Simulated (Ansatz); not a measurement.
# Relaxing Sn

The calculation used DFT PBE, scalar-relativistic, plane waves, PAW (Ansatz). (420 eV cutoff, 15×15×8 k-mesh, Gaussian smearing of 0.10 eV, no spin polarisation)

What was changed in Zr: Zr → Sn on all its sites, cell and atoms relaxed.

Command:

```bash
ansatz run input.yaml --threads 1 --pin off --max-ram 1331MiB --backend cpu --events-out ev --progress --plain --runs-dir out
```

Input:

```yaml
crystal:
  lattice:
    - [3.4029676145, 0.0, 0.0]
    - [-1.7014838073, 2.9470564024, 0.0]
    - [0.0, 0.0, 5.519213738]
  atoms:
    - { symbol: Sn, position: [0.3333333333, 0.6666666667, 0.25] }
    - { symbol: Sn, position: [0.6666666667, 0.3333333333, 0.75] }
basis:
  ecutwfc: 420
kpoints:
  mp_grid: { grid: [15, 15, 8] }
hamiltonian:
  xc: pbe
scf:
  occupations: { method: gaussian, width: 0.1 }
output:
  forces: true
  stress: true
  eigenvalues: true
relax:
  adjacent_minimum: "off"
  f_tol: 0.01
  max_steps: 60
  cell: { stress_tol: 0.1 }
```

F is the free energy. Steps run on the plane waves of an earlier cell, but the last one, and at times one on the way, on a freshly chosen basis, so a repeated geometry can differ a little in energy.

Steps:

| step | F − F(1) (eV) | largest force component (eV/Å) | V (Å³/atom) | P (GPa) |
| --- | --- | --- | --- | --- |
| 1 | 0.0000 | 0.000 | 27.675 | 0.14 |
| 2 | -0.0090 | 0.000 | 27.759 | -0.02 |
| 3 | -0.0101 | 0.000 | 27.686 | 0.12 |
| 4 | -0.0101 | 0.000 | 27.786 | -0.05 |
| 5 | -0.0101 | 0.000 | 27.786 | -0.05 |

Relaxed structure:

```xyz
2
Lattice="3.3644 0.0000 0.0000 -1.6822 2.9136 0.0000 0.0000 0.0000 5.6692" Properties=species:S:1:pos:R:3 pbc="T T T"
Sn    0.0000    1.9424    1.4173
Sn    1.6822    0.9712    4.2519
```

Symmetry: P6_3/mmc, No. 194, hexagonal system. Conventional cell: a = 3.364 Å, b = 3.364 Å, c = 5.669 Å, α = 90.00°, β = 90.00°, γ = 120.00°. Around Sn (site symmetry -6m2) lie 12 Sn at 3.36 to 3.44 Å.

The run converged. The run took roughly 50 core-seconds.